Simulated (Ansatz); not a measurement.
Starting structure of a cell relaxation (symmetry kept):

```cif
data_structure
_symmetry_space_group_name_H-M 'Pnnm'
_symmetry_Int_Tables_number 58
_cell_length_a 4.4400
_cell_length_b 5.3900
_cell_length_c 3.3700
_cell_angle_alpha 90.000
_cell_angle_beta 90.000
_cell_angle_gamma 90.000
_cell_volume 80.65
loop_
_atom_site_label
_atom_site_type_symbol
_atom_site_symmetry_multiplicity
_atom_site_Wyckoff_symbol
_atom_site_fract_x
_atom_site_fract_y
_atom_site_fract_z
_atom_site_occupancy
Fe1 Fe 2 a 0.00000 0.00000 0.00000 1
S1 S 4 g 0.20300 0.37500 0.00000 1
```

All numbers below come from DFT PBE, scalar-relativistic, plane waves, PAW in Ansatz.

Settings: cutoff 420 eV, Γ-centred mesh 6×6×8 on the computed 6-atom cell, Gaussian smearing of 0.02 eV; no spin polarisation.

Task: What does it relax to?

Result: The volume increases by 0.12 Å³/atom to 13.57 Å³/atom, and the energy falls by 1.5 meV/atom. Final structure:
```xyz
6
Lattice="4.4389 0.0000 0.0000 0.0000 5.4098 0.0000 0.0000 0.0000 3.3893" Properties=species:S:1:pos:R:3 pbc="T T T"
Fe    0.0000    0.0000    0.0000
Fe    2.2195    2.7049    1.6947
S     0.9156    2.0297    0.0000
S     1.3038    4.7346    1.6947
S     3.5233    3.3801    0.0000
S     3.1351    0.6752    1.6947
```

This form isn't the usual stable structure of the compound.

Cost: 1 run of about 1.2 core-minutes, on Arm Neoverse V2 (shared hosts).